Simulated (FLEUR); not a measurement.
# SnSe: equation of state with r2SCAN

Crystal: SnSe.

```
CELL_PARAMETERS angstrom
0.00000 3.01000 3.01000
3.01000 0.00000 3.01000
3.01000 3.01000 0.00000
ATOMIC_POSITIONS crystal
Sn 0.00000 0.00000 0.00000
Se 0.50000 0.50000 0.50000
```

Measurements of this composition are mostly on another form, of space group No. 62.

| Item | Value |
| --- | --- |
| Program | FLEUR MaX-R8.1 (later development tree) |
| Task | equation of state |
| Functional | r2SCAN |
| Potentials or basis | all-electron |
| Basis | FLAPW |
| Kmax | 4.1 1/bohr |
| k mesh | 8 × 8 × 8 |
| Occupations | fermi-dirac, width 0.05 eV |
| Spin | no spin polarisation |
| Gmax | 12.7 1/bohr |
| Muffin-tin radii | Sn 2.63, Se 2.48 bohr |
| lmax | Sn 10, Se 10 |
| lnonsphr | Sn 10, Se 10 |
| Local orbitals a species | Sn 5, Se 4 |

```yaml
Equilibrium_volume: 27.24 Å³/atom
Bulk_modulus: 53 GPa
```

Energy against volume, from the lowest point:
```tsv
volume (Å³/atom)	energy (meV/atom)
25.635	17.31
26.180	7.28
27.271	0.00
28.362	7.13
28.907	15.25
```

Caveat: the meta-GGA is that of a development version, with a GGA for the radial functions and cores and without core tails.
